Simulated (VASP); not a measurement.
SrCl2:

```xyz
3
Lattice="0.0000 3.4884 3.4884 3.4884 0.0000 3.4884 3.4884 3.4884 0.0000" Properties=species:S:1:pos:R:3 pbc="T T T"
Sr    0.0000    0.0000    0.0000
Cl    5.2325    5.2325    5.2325
Cl    1.7442    1.7442    1.7442
```

| Quantity | Value |
| --- | --- |
| Program | VASP 6.6.1 |
| Task | single point |
| Functional | PBE |
| Potentials or basis | VASP PAW PBE potentials, release 64 (Sr_sv, Cl) |
| Cutoff | 520 eV |
| k mesh | 7 × 7 × 7 |
| Occupations | fermi-dirac, width 0.05 eV |
| Spin | no spin polarisation |

On this cell: pressure 1.1 GPa; largest force zero by symmetry; band gap on the k mesh 5.37 eV, indirect (least direct gap 5.68 eV).

The same run follows on a disturbed copy (atoms moved at random, drawn with an rms of 0.05 Å):

```
Sr Cl
1.0
     0.00000    3.48835    3.48835
     3.48835    0.00000    3.48835
     3.48835    3.48835    0.00000
Sr Cl
1 2
Direct
  0.99028 0.99978 0.99929
  0.74941 0.75593 0.74881
  0.26038 0.25031 0.24447
```

Problem. What changes?

Solution. The energy moves by +3.5 meV/atom; pressure 1.2 GPa; largest force 0.220 eV/Å; band gap on the k mesh 5.36 eV, indirect (least direct gap 5.67 eV).

Forces on the atoms (eV/Å):
```
Sr  -0.005  0.127  0.180
Cl  -0.086 -0.014 -0.049
Cl   0.091 -0.113 -0.131
```

Stress tensor (GPa, compression positive):
```
 1.17 -0.09 -0.11
-0.09  1.16  0.23
-0.11  0.23  1.14
```

Caveats: an odd mesh through Γ misses points on the zone boundary, where band edges often lie.
